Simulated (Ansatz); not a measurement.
Level of theory: Ansatz 0.2.0, DFT PBE, scalar-relativistic, plane waves, PAW. All cells share a 420 eV cutoff and Γ-centred k meshes spaced at most about 0.3 Å⁻¹ (about 0.25 or finer for metals, 2π included). No spin polarisation.

Each guess is relaxed in cell and atoms at zero pressure, on a coarse mesh first where it starts far from rest and then on a converged one. The steps can't lower the symmetry of the start, but it can rise. Energies are static (0 K, no zero-point motion).

Two unrelaxed guesses for PbO2:

A.

```xyz
6
Lattice="-2.0349 2.0349 5.7032 2.0349 -2.0349 5.7032 2.0349 2.0349 -5.7032" Properties=species:S:1:pos:R:3 pbc="T T T"
Pb    0.0000    0.0000    0.0000
Pb    0.0000    2.0349    2.8516
O     0.0000    0.0000    9.1551
O     0.0000    2.0349    5.1030
O     0.0000    2.0349    0.6002
O     0.0000    0.0000    2.2514
```

B.

```xyz
3
Lattice="1.7671 1.0202 5.7712 -1.7671 1.0202 5.7712 0.0000 -2.0404 5.7712" Properties=species:S:1:pos:R:3 pbc="T T T"
Pb    0.0000    0.0000    0.0000
O     0.0000    0.0000    4.3284
O     0.0000    0.0000   12.9852
```

**Question.** Where do they end, and which end is lower?

**Answer.** A ends lower, by 35 meV/atom. A: I4_1/amd at 15.7 Å³/atom → I4_1/amd (anatase type) at 16.8 Å³/atom; B: R-3m at 20.8 Å³/atom → R-3m (cadmium chloride type) at 15.3 Å³/atom. Counting O atoms around Pb (those within 1.25 times the shortest such distance or 1.15 times the sum of covalent radii), the end of A and the end of B both have Pb 6. End of A. Conventional cell: a = 4.297 Å, c = 10.923 Å. Pb has 6 O at 2.19–2.21 Å; O has 3 Pb at 2.19–2.21 Å. End of B. Conventional cell: a = 3.446 Å, c = 13.368 Å. Pb has 6 O at 2.24 Å; O is surrounded by 3 Pb at 2.24 Å.

Cells without such a test can be saddle points. Shaken at random and relaxed again, the end of B came back. Neither end is the lowest form computed: that has the rutile type, space group P4_2/mnm (No. 136), is reached from a cell as deposited in COD and lies 48 meV/atom below the better end. Weakly bound directions are ill-defined at this level, which has no dispersion term (R-3m), and this can change margins and order among such cells. These runs have no spin–orbit coupling, which can matter for Pb. Some candidate types were left out of the draw beforehand, so a known form may be missing.
